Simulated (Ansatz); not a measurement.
The system is BaTiO3 (Barioperovskite).

```
Ba Ti O
1.0
     3.98550    0.00000    0.00000
     0.00000    2.83690    2.84515
     0.00000   -2.83690    2.84515
Ba Ti O
1 1 3
Direct
  0.00000 0.00000 0.00000
  0.50000 0.51240 0.51240
  0.50000 0.99184 0.50524
  0.50000 0.50524 0.99184
  0.00000 0.48740 0.48740
```

- Program: Ansatz 0.2.0
- Task: relaxation of cell and atoms
- Functional: BLYP
- Potentials or basis: Ansatz PAW
- Cutoff: 420 eV (not typed: the program's choice for these potentials)
- k mesh: 7 × 7 × 7
- Occupations: fermi-dirac, width 0.05 eV
- Spin: no spin polarisation

At the start: volume 12.87 Å³/atom.

Where does the relaxation end?

It ends after 16 steps and the volume is 14.13 Å³/atom (+9.8 %); space group Amm2 (No. 38, to 0.05 Å).

The path:
```csv
step,energy change (eV),largest force (eV/Å),volume (Å³)
1,0.0000,0.2570,64.34
2,-0.0554,0.8515,67.81
3,-0.0791,0.4538,67.76
4,-0.0864,0.4749,67.57
5,-0.1342,0.2074,68.80
6,-0.1446,0.0261,69.27
7,-0.1444,0.0557,69.60
8,-0.1444,0.0074,69.66
9,-0.1445,0.0016,69.64
10,-0.1786,0.0032,69.64
11,-0.1776,0.0666,70.56
12,-0.1782,0.0062,70.58
13,-0.1822,0.0065,70.58
14,-0.1821,0.0111,70.61
15,-0.1819,0.0007,70.67
16,-0.1823,0.0008,70.67
```

Final structure:
```
Ba Ti O
1.0
     3.97294    0.00000    0.00000
     0.00000    2.95998    3.00460
     0.00000   -2.95998    3.00460
Ba Ti O
1 1 3
Direct
  0.00000 0.01807 0.01807
  0.50000 0.53457 0.53457
  0.50000 0.96799 0.49392
  0.50000 0.49392 0.96799
  0.00000 0.48234 0.48234
```

Caveat: the plane-wave basis is chosen anew once the cell has moved, so the energies of steps on either side of that aren't comparable; the pressure holds a Pulay correction of +0.6 GPa for the finite cutoff; the PAW data sets come from PBE, with cores solved anew for the run's functional, which leaves a small shift of forces and pressure.
